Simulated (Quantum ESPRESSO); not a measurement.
PbF2 (Fluorocronite):

```
Pb F
1.0
     0.00000    2.96366    2.96366
     2.96366    0.00000    2.96366
     2.96366    2.96366    0.00000
Pb F
1 2
Direct
  0.00000 0.00000 0.00000
  0.75000 0.75000 0.75000
  0.25000 0.25000 0.25000
```

* Program: Quantum ESPRESSO 7.5
* Task: single point
* Functional: PBE
* Potentials or basis: SSSP 1.3 efficiency PBE
* Cutoff: 748 eV
* Density cutoff: 5987 eV
* k mesh: 8 × 8 × 8
* Occupations: fermi-dirac, width 0.05 eV
* Spin: no spin polarisation

On this cell: pressure 2.7 GPa; largest force zero by symmetry; band gap on the k mesh 4.41 eV, indirect (least direct gap 4.56 eV).

The same run follows on a disturbed copy (atoms moved at random, drawn with an rms of 0.05 Å):

```
Pb F
1.0
     0.00000    2.96366    2.96366
     2.96366    0.00000    2.96366
     2.96366    2.96366    0.00000
Pb F
1 2
Direct
  0.98240 0.99974 0.00207
  0.75164 0.74372 0.76022
  0.26519 0.24966 0.24220
```

What changes?

The energy moves by +5.2 meV/atom; pressure 3.0 GPa; largest force 0.240 eV/Å; band gap on the k mesh 4.38 eV, indirect (least direct gap 4.56 eV).

Forces on the atoms (eV/Å):
```
Pb  -0.037  0.150  0.136
F   -0.081 -0.094  0.065
F    0.118 -0.056 -0.201
```

Stress tensor (GPa, compression positive):
```
 2.98 -0.58  0.07
-0.58  3.00  0.49
 0.07  0.49  3.02
```

Caveats: spin-orbit coupling is left out, which as a rule narrows the gap of such compounds by several tenths of an eV.

A k mesh can miss the band edges.
